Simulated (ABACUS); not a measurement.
# AlCo (Pm-3m) in ABACUS: reference runs

How does AlCo come out in PBE? The cell is run as given and disturbed.

Everything below comes from runs of ABACUS 3.10.1. Logs are shortened: lines on timing, memory, paths and dates and some standing lists are left out, and cuts for length are marked.

### Step 1. The crystal as given

The structure is cubic, space group Pm-3m (No. 221). The conventional cell has a = 2.819 Å, b = 2.819 Å, c = 2.819 Å, α = 90.00°, β = 90.00°, γ = 90.00°. Around Co (site symmetry m-3m) lie 8 Al at 2.44 Å. Around Al (site symmetry m-3m) lie 8 Co at 2.44 Å.

The cell is a database's computed one.

### Step 2. Single point, PBE, collinear spin, ferromagnetic start

INPUT reads:

```
INPUT_PARAMETERS
suffix              AlCo
calculation         scf
basis_type          pw
pseudo_dir          ./
symmetry            1
dft_functional      pbe
ecutwfc             97
pseudo_rcut         10
nspin               2
nbands              15
ks_solver           dav
smearing_method     fd
smearing_sigma      0.00367493
scf_thr             1e-08
scf_nmax            100
mixing_type         broyden
mixing_beta         0.4
cal_force           1
cal_stress          1
kpar                4
```

STRU reads:

```
ATOMIC_SPECIES
Co 58.9332 Co.upf
Al 26.9815 Al.upf

LATTICE_CONSTANT
1.8897261246

LATTICE_VECTORS
2.8194032100 0.0000000000 0.0000000000
0.0000000000 2.8194032100 0.0000000000
0.0000000000 0.0000000000 2.8194032100

ATOMIC_POSITIONS
Direct

Co
0.0
1
0.5000000000 0.5000000000 0.5000000000 1 1 1 mag 2

Al
0.0
1
0.0000000000 0.0000000000 0.0000000000 1 1 1 mag 0
```

KPT reads:

```
K_POINTS
0
Gamma
9 9 9 0 0 0
```

Potentials or basis: PseudoDojo NC SR 0.4.1 PBE standard, plane waves.

Started as:

```console
OMP_NUM_THREADS=1 mpirun -np 4 abacus > log
```

running log:

```text
ABACUS v3.10.1

               Atomic-orbital Based Ab-initio Computation at UStc

 ------------------------------------------------------------------------------------

 READING GENERAL INFORMATION
                           global_out_dir = OUT.AlCo/
                           global_in_card = INPUT
                               pseudo_dir = ./
                              orbital_dir =
                                    DSIZE = 4
                                    GSIZE = 1

 READING UNITCELL INFORMATION
                                    ntype = 2
                  lattice constant (Bohr) = 1.88973
              lattice constant (Angstrom) = 1

 READING ATOM TYPE 1
                               atom label = Co
                      L=0, number of zeta = 1
                      L=1, number of zeta = 1
                      L=2, number of zeta = 1
             number of atom for this type = 1
               magnetization of element 1 = 2

 READING ATOM TYPE 2
                               atom label = Al
                      L=0, number of zeta = 1
                      L=1, number of zeta = 1
                      L=2, number of zeta = 1
             number of atom for this type = 1
               magnetization of element 2 = 0

                        TOTAL ATOM NUMBER = 2
DIRECT COORDINATES
    atom                   x                   y                   z     mag                  vx                  vy                  vz
taud_Co1            0.5000000000        0.5000000000        0.5000000000  2.0000        0.0000000000        0.0000000000        0.0000000000
taud_Al1            0.0000000000        0.0000000000        0.0000000000  0.0000        0.0000000000        0.0000000000        0.0000000000

                          Volume (Bohr^3) = 151.241
                             Volume (A^3) = 22.4115

 Lattice vectors: (Cartesian coordinate: in unit of a_0)
              +2.8194                  +0                  +0
                   +0             +2.8194                  +0
                   +0                  +0             +2.8194
 Reciprocal vectors: (Cartesian coordinate: in unit of 2 pi/a_0)
            +0.354685                  -0                  +0
                   -0           +0.354685                  -0
                   +0                  -0           +0.354685
 The esolver type has been set to : ksdft_pw

                PAO radial cut off (Bohr) = 10

 Read in pseudopotential file is Co.upf
                     pseudopotential type = NC
          exchange-correlation functional = PBE
                 nonlocal core correction = 1
                        valence electrons = 17
                                     lmax = 2
                           number of zeta = 4
[... 7 lines left out ...]
                PAO radial cut off (Bohr) = 10

 Read in pseudopotential file is Al.upf
                     pseudopotential type = NC
          exchange-correlation functional = PBE
                 nonlocal core correction = 1
                        valence electrons = 3
                                     lmax = 2
                           number of zeta = 2
                     number of projectors = 6
                           L of projector = 0
                           L of projector = 0
                           L of projector = 1
                           L of projector = 1
                           L of projector = 2
                           L of projector = 2
     initial pseudo atomic orbital number = 14
 The readin total magnetization is 2

 SETUP THE ELECTRONS NUMBER
            electron number of element Co = 17
      total electron number of element Co = 17
            electron number of element Al = 3
      total electron number of element Al = 3
            AUTOSET number of electrons:  = 20
                           occupied bands = 10
                                   NBANDS = 15
                                   NLOCAL = 18

%%%%%%%%%%%%%%%%%%%%%%%%%%%%%%%%%%%%%%%%%%%%%%%%%%%%%%%%%%%%%%%%%%%%%%%%%%%%%%%%%%%%%%%%%%%%%%%%%%%%%%%%%%
 Warning: the number of valence electrons in pseudopotential > 9 for Co: [Ar] 3d7 4s2
 Pseudopotentials with additional electrons can yield (more) accurate outcomes, but may be less efficient.
 If you're confident that your chosen pseudopotential is appropriate, you can safely ignore this warning.
%%%%%%%%%%%%%%%%%%%%%%%%%%%%%%%%%%%%%%%%%%%%%%%%%%%%%%%%%%%%%%%%%%%%%%%%%%%%%%%%%%%%%%%%%%%%%%%%%%%%%%%%%%

 SETUP THE PLANE WAVE BASIS
 energy cutoff for charge/potential (unit:Ry) = 388
            fft grid for charge/potential = [ 36, 36, 36 ]
                        fft grid division = [ 1, 1, 1 ]
        big fft grid for charge/potential = [ 36, 36, 36 ]
                                     nbxx = 46656
                                     nrxx = 46656

 SETUP PLANE WAVES FOR CHARGE/POTENTIAL
                    number of plane waves = 19549
                         number of sticks = 877
[... 70 lines left out ...]
       4  0.33333333  0.00000000  0.00000000  0.0082       3
       5  0.44444444  0.00000000  0.00000000  0.0082       4
       6  0.11111111  0.11111111  0.00000000  0.0165      10
[... 22 lines left out ...]
      29  0.33333333  0.33333333  0.22222222  0.0329     192
      30  0.44444444  0.33333333  0.22222222  0.0658     193
[... 5 further k points ...]

                               nkstot now = 35
[... K-POINTS DIRECT COORDINATES: 35 rows ...]

           k-point number in this process = 9
       minimum distributed K point number = 8
[... stars of the k points ...]
                             nks(nspin=2) = 18
                          nkstot(nspin=2) = 70

[... K-POINTS CARTESIAN COORDINATES: 18 rows ...]

[... K-POINTS DIRECT COORDINATES: 18 rows ...]

 SETUP PLANE WAVES FOR WAVE FUNCTIONS
     energy cutoff for wavefunc (unit:Ry) = 97
              fft grid for wave functions = [ 36, 36, 36 ]
                    number of plane waves = 2897
                         number of sticks = 241

 PARALLEL PW FOR WAVE FUNCTIONS
     PROC   COLUMNS(POT)             PW
        1            241           2897
 --------------- sum -------------------
        1            241           2897

 SETUP NONLOCAL PSEUDOPOTENTIALS IN PLANE WAVE BASIS
 Co non-local projectors:
 projector 1 L=0
 projector 2 L=0
 projector 3 L=1
 projector 4 L=1
 projector 5 L=2
 projector 6 L=2
 Al non-local projectors:
 projector 1 L=0
 projector 2 L=0
 projector 3 L=1
 projector 4 L=1
 projector 5 L=2
 projector 6 L=2
      TOTAL NUMBER OF NONLOCAL PROJECTORS = 36

 Init Non-Local PseudoPotential table :
 Init Non-Local-Pseudopotential done.

                                     npwx = 2469

 Make real space PAO into reciprocal space.
       max mesh points in Pseudopotential = 1001
     dq(describe PAO in reciprocal space) = 0.01
                                    max q = 1186

 number of pseudo atomic orbitals for Co is 4
WARNING: norm of atomic wavefunction # 4 of atomic type Co is 0.999928, renormalized

 number of pseudo atomic orbitals for Al is 2
WARNING: norm of atomic wavefunction # 1 of atomic type Al is 0.99999, renormalized
WARNING: norm of atomic wavefunction # 2 of atomic type Al is 0.998797, renormalized

 -------------------------------------------
 SELF-CONSISTENT
 -------------------------------------------
                                 init_chg = atomic

 PW ALGORITHM --------------- ION=   1  ELEC=   1--------------------------------
 Notice: Threshold on eigenvalues was too large.
 hsover_error=0.2 > DRHO=0.163295
 Origin diag ethr = 0.01
 New diag ethr = 0.000816474
          total magnetism (Bohr mag/cell) = 0.614698
       absolute magnetism (Bohr mag/cell) = 0.879656
                        nelec for spin up = 10.3073
                      nelec for spin down = 9.69265

 Density error is 0.162098017545
                          Error Threshold = 0.00081647368327
----------------------------------------------------------
     Energy           Rydberg                 eV
----------------------------------------------------------
 E_KohnSham     -310.7467909270      -4227.9269918221
 E_Harris       -305.3309686848      -4154.2409499730
 E_Fermi        1.0654907691         14.4967456261
----------------------------------------------------------
[... 135 lines left out ...]
 Density error is 3.34020877726e-09
                          Error Threshold = 1.90660867794e-10
----------------------------------------------------------
     Energy           Rydberg                 eV
----------------------------------------------------------
 E_KohnSham     -310.7935244537      -4228.5628340730
 E_KS(sigma->0) -310.7933647333      -4228.5606609646
 E_Harris       -310.7927278851      -4228.5519962013
 E_band         -19.8377863146       -269.9069295850
 E_one_elec     -181.2398803760      -2465.8950779527
 E_Hartree      102.9498538225       1400.7046202534
 E_xc           -58.4548414158       -795.3189189413
 E_Ewald        -174.0483370435      -2368.0491112157
 E_entropy(-TS) -0.0003194409        -0.0043462168
 E_descf        0.0000000000         0.0000000000
 E_exx          0.0000000000         0.0000000000
 E_Fermi        1.1216045317         15.2602125337
----------------------------------------------------------

 charge density convergence is achieved
 final etot is -4228.5628341 eV
 EFERMI = 15.260212534 eV

 STATE ENERGY(eV) AND OCCUPATIONS    NSPIN == 2
SPIN UP :
 1/9 kpoint (Cartesian) = 0.0000 0.0000 0.0000 (2469 pws)
       1       -79.5494     0.00137174
       2       -42.8237     0.00137174
       3       -42.8237     0.00137174
       4       -42.8237     0.00137174
       5        3.95349     0.00137174
       6        12.1457     0.00137174
       7        12.1457     0.00137174
       8        14.4301     0.00137174
       9        14.4301     0.00137174
      10        14.4301     0.00137174
      11        21.3823    9.15133e-57
      12        21.3823    9.15133e-57
      13        21.3823    9.15133e-57
      14        24.1368    1.08754e-80
      15        24.1368    1.08754e-80
[... 71 lines left out ...]
       2       -42.8291      0.0164609
       3       -42.8287      0.0164609
       4       -42.8228      0.0164609
       5        4.42993      0.0164609
       6        12.1587      0.0164609
       7        12.2235      0.0164609
       8        14.1546      0.0164609
       9        14.2887      0.0164609
      10        14.3478      0.0164609
      11        19.5320    1.29541e-39
      12        20.2094    1.69246e-45
      13        22.0396    2.14560e-61
      14        24.9134    2.34286e-86
      15        26.7413        0.00000

[... levels at 12 further k points ...]

------------------------------------------------------------------------------------------
 TOTAL-FORCE (eV/Angstrom)
------------------------------------------------------------------------------------------
                       Co1         0.0000000000         0.0000000000         0.0000000000
                       Al1         0.0000000000         0.0000000000         0.0000000000
------------------------------------------------------------------------------------------

----------------------------------------------------------------
 TOTAL-STRESS (KBAR)
----------------------------------------------------------------
        65.4607120071        -0.0000000000         0.0000000000
         0.0000000000        65.4607120071         0.0000000000
        -0.0000000000        -0.0000000000        65.4607120071
----------------------------------------------------------------
 TOTAL-PRESSURE: 65.460712 KBAR

 --------------------------------------------
 !FINAL_ETOT_IS -4228.5628340730436321 eV
 --------------------------------------------
```

It took 21 s on 4 MPI ranks of Intel Xeon Platinum 8259CL at 2.50GHz (Skylake/Cascade Lake), shared host; peak memory 0.36 GiB.

Results:

```
Free energy            : -4228.5628 eV
Pressure               : 6.5 GPa
Band gap on the k mesh : none (metal or under the smearing width)
Net moment             : 0.00 μB per cell
Absolute moment        : 0.00 μB per cell
```

Caveat: the starting moments collapsed, and a magnetic state may lie lower.

### Step 3. Single point, PBE, collinear spin, ferromagnetic start (atoms moved at random, drawn with an rms of 0.05 Å)

INPUT: that of step 2 with these lines changed.

```diff
@@ -20,2 +20,4 @@
 cal_stress          1
-kpar                4
+out_chg             1
+out_pot             2
+out_elf             1
```

STRU: that of step 2 with these lines changed.

```diff
@@ -18,3 +18,3 @@
 1
-0.5000000000 0.5000000000 0.5000000000 1 1 1 mag 2
+0.5188250000 0.4935050000 0.4987670000 1 1 1 mag 2
 
@@ -23,2 +23,2 @@
 1
-0.0000000000 0.0000000000 0.0000000000 1 1 1 mag 0
+-0.0089450000 -0.0064180000 -0.0021340000 1 1 1 mag 0
```

KPT is that of step 2.

Potentials or basis: PseudoDojo NC SR 0.4.1 PBE standard, plane waves.

Started as:

```console
OMP_NUM_THREADS=1 mpirun -np 4 abacus > log
```

It took 3.8 min on 4 MPI ranks of Intel Xeon Platinum 8259CL at 2.50GHz (Skylake/Cascade Lake), shared host; peak memory 0.72 GiB.

The run converged. Its results:

* Free energy: -4228.5374 eV
* Pressure: 7.0 GPa
* Largest force: 0.644 eV/Å
* Band gap on the k mesh: none (metal or under the smearing width)
* Net moment: 0.00 μB per cell
* Absolute moment: 0.00 μB per cell

Forces on the atoms (eV/Å):
```
Co  -0.644  0.002 -0.021
Al   0.644 -0.002  0.021
```

Stress tensor (GPa, compression positive):
```
6.77 0.00 0.04
0.00 7.18 0.00
0.04 0.00 7.18
```

Levels at points of the mesh, in eV from the Fermi level:
Spin up:
```csv
k point,band 8,band 9,band 10,band 11
"(0.00, 0.00, 0.00)",-0.84,-0.83,-0.83,6.13
```
Spin down:
| k point | band 8 | band 9 | band 10 | band 11 |
| --- | --- | --- | --- | --- |
| (0.00, 0.00, 0.00) | -0.84 | -0.83 | -0.83 | 6.13 |

Caveat: the starting moments collapsed, and a magnetic state may lie lower.
